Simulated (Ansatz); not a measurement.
# InSb₃: course of a relaxation

Theory: DFT PBEsol, scalar-relativistic, plane waves, PAW in Ansatz 0.2.0. Settings: 420 eV cutoff, 6×6×6 k-mesh, Gaussian smearing of 0.10 eV, no spin polarisation.

What was changed in InP3: P → Sb on all its sites, cell and atoms relaxed.

Command:

```bash
ansatz run input.yaml --threads 2 --pin off --max-ram 5120MiB --backend cpu --events-out ev --progress --plain --runs-dir out
```

Input:

```yaml
crystal:
  lattice:
    - [4.2747090415, 2.4680044158, 3.5324849225]
    - [-4.2747090415, 2.4680044158, 3.5324849225]
    - [0.0, -4.9360088317, 3.5324849225]
  atoms:
    - { symbol: In, position: [0.2512451441, 0.2512451441, 0.2512451441] }
    - { symbol: In, position: [0.7487548559, 0.7487548559, 0.7487548559] }
    - { symbol: Sb, position: [0.7502477246, 0.250683376, 0.7502477246] }
    - { symbol: Sb, position: [0.7502477246, 0.7502477246, 0.250683376] }
    - { symbol: Sb, position: [0.250683376, 0.7502477246, 0.7502477246] }
    - { symbol: Sb, position: [0.2497522754, 0.749316624, 0.2497522754] }
    - { symbol: Sb, position: [0.749316624, 0.2497522754, 0.2497522754] }
    - { symbol: Sb, position: [0.2497522754, 0.2497522754, 0.749316624] }
basis:
  ecutwfc: 420
kpoints:
  mp_grid: { grid: [6, 6, 6] }
hamiltonian:
  xc: pbesol
scf:
  occupations: { method: gaussian, width: 0.1 }
output:
  forces: true
  stress: true
  eigenvalues: true
relax:
  adjacent_minimum: "off"
  f_tol: 0.01
  max_steps: 60
  cell: { stress_tol: 0.1 }
```

F is the free energy. Steps run on the plane waves of an earlier cell, but the last one, and at times one on the way, on a freshly chosen basis, so a repeated geometry can differ a little in energy.

Steps:

```
step F − F(1) (eV) largest force component (eV/Å) V (Å³/atom) P (GPa)
   1         0.0000                           0.054       27.951     0.04
   2        -0.0020                           0.048       27.985    -0.03
   3        -0.0182                           0.178       27.990     0.14
   4        -0.0416                           0.352       28.156     0.70
   5        -0.0645                           0.198       28.725     0.41
   6        -0.0695                           0.209       28.789    -0.68
   7        -0.0989                           0.021       28.622    -0.05
   8        -0.0993                           0.004       28.633     0.01
   9        -0.1005                           0.004       28.633     0.01
```

Relaxed structure:

```
CELL_PARAMETERS angstrom
4.28655 2.47484 3.59869
-4.28655 2.47484 3.59869
0.00000 -4.94968 3.59869
ATOMIC_POSITIONS crystal
In 0.26561 0.26561 0.26561
In 0.73439 0.73439 0.73439
Sb 0.76427 0.24416 0.76427
Sb 0.76427 0.76427 0.24416
Sb 0.24416 0.76427 0.76427
Sb 0.23573 0.75584 0.23573
Sb 0.75584 0.23573 0.23573
Sb 0.23573 0.23573 0.75584
```

It takes space group R-3m (No. 166, trigonal). Conventional cell: a = 8.573 Å, b = 8.573 Å, c = 10.796 Å, α = 90.00°, β = 90.00°, γ = 120.00°. In (site symmetry 3m) is surrounded by 6 Sb at 3.00 to 3.14 Å. Sb (site symmetry m) has 4 Sb at 2.88 to 3.24 Å and 2 In at 3.00 to 3.14 Å as nearest neighbours.

The run converged. Time: 99 s on 2 threads of Intel(R) Xeon(R) 6975P-C (Granite Rapids), with other jobs on the host, peak memory 0.84 GiB.